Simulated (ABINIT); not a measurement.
Input of an ABINIT 10.8.3 (patched build) run:

The input run.abi:

```
# Pseudopotentials
pp_dirpath "./"
pseudos "Ni.GGA_PBE-JTH.xml"

# Structure
acell 3*1.0
rprim
    -2.6148432727     2.6148432727     2.6148432727
     2.6148432727    -2.6148432727     2.6148432727
     2.6148432727     2.6148432727    -2.6148432727
ntypat 1
znucl 28
natom 1
typat 1
xred
     0.0000000000     0.0000000000     0.0000000000

# Plane-wave basis
ecut 49.0
pawecutdg 73.5

# k points
kptopt 1
ngkpt 13 13 13
nshiftk 1
shiftk 0.0 0.0 0.0

# Exchange and correlation
ixc 7

# Bands and occupations
nband 14
occopt 3
tsmear 0.00183747

# Spin
nsppol 2
spinat
     0.0000000000     0.0000000000     1.0000000000

# SCF cycle
nstep 100
tolvrs 1.0e-9

# Output
iomode 3
prtwf 0
prtden 0
prteig 0
prtebands 0
```

Potentials or basis: JTH PAW PBE v2.0.

Command:

```sh
$ abinit run.abi > log 2>&1
```

(1) Predict the pressure.

(2) Predict the net moment.

Answers

(1) -9.6 GPa.

(2) 0.55 μB per cell.

Caveat: the PAW data sets were made with another functional, which shifts forces and pressure a little.
